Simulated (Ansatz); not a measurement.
## Deforming LiH

```
CELL_PARAMETERS angstrom
0.00000 2.03250 2.03250
2.03250 0.00000 2.03250
2.03250 2.03250 0.00000
ATOMIC_POSITIONS crystal
Li 0.00000 0.00000 0.00000
H 0.50000 0.50000 0.50000
```

Atom numbers follow the list: Li1, H2.

The cell is COD entry 1010896, as deposited and not checked against the literature; nothing was relaxed. It differs from other determinations.

Method: DFT, PBE, all-electron LAPW, scalar-relativistic (Ansatz 0.2.0).

Numerical set-up: a Γ-centred 11×11×11 k mesh, Fermi–Dirac smearing of 0.03 eV, basis error target 1 meV/atom, no spin polarisation.

The unchanged cell is at -1.47 GPa, so energy changes include a term −P ΔV where the volume moves.

Semilocal functionals give too small gaps.

x, y and z are the Cartesian axes of the cell as listed; fractional coordinates follow a strain, and an engineering shear is twice the off-diagonal strain component.

**Question.** With this change (x and y strained by +1 %, z held), what becomes of the energy and stress and gap?

**Answer.** Energy change +2 meV/atom; stress change (xx, yy, zz, yz, xz, xy) -0.78, -0.78, -0.23, 0.00, 0.00, 0.00 GPa, compression positive; gap on the k mesh 3.20 → 3.12 eV.

**Question.** With this change (z strained by -3 % at fixed volume), what becomes of the energy and stress and gap?

**Answer.** Energy change +2 meV/atom; stress change (xx, yy, zz, yz, xz, xy) -0.82, -0.82, 2.01, 0.00, 0.00, 0.00 GPa, compression positive; gap on the k mesh 3.20 → 2.80 eV.

With atom 2 (H) moved by (0.1200, 0.0000, 0.0000) Å: energy change +4 meV/atom; stress change (xx, yy, zz, yz, xz, xy) 0.95, -0.17, -0.17, 0.00, 0.00, 0.00 GPa, compression positive; change of the force on H2 (-0.127, 0.000, 0.000) eV/Å; gap on the k mesh 3.20 → 3.21 eV.

**Question.** What force constant does this one finite step give for H2 along its displacement (all its periodic images move with it)?

**Answer.** k = −ΔF·u/|u|² = 1.06 eV/Å², so the force pulls the atom back.
